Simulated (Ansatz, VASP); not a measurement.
## Sn: VASP beside Ansatz

```
Sn
1.0
     0.00000    3.25476    3.25476
     3.25476    0.00000    3.25476
     3.25476    3.25476    0.00000
Sn
2
Direct
  0.75000 0.75000 0.75000
  0.50000 0.50000 0.50000
```

Change from the starting cell: volume scaled by 1.02.

Alike in both runs: task single point; functional PBE; k mesh 7 × 7 × 7; occupations fermi-dirac, width 0.05 eV; no spin polarisation.

|  | VASP | Ansatz |
| --- | --- | --- |
| version | VASP 6.6.1 | Ansatz 0.2.0 |
| potentials or method | VASP PAW PBE potentials, release 64 (Sn_d), cutoff 520 eV | all-electron LAPW, scalar-relativistic |

```csv
,VASP,Ansatz,Ansatz less VASP
gap on the k mesh at the Fermi level (eV),none,none,-
pressure (GPa),2.8,2.8,+0.05
```

A gap of «none» marks a metal or a gap that the smearing closes. Ansatz ran all-electron here, so the differences hold the error of VASP's frozen core and of both bases.
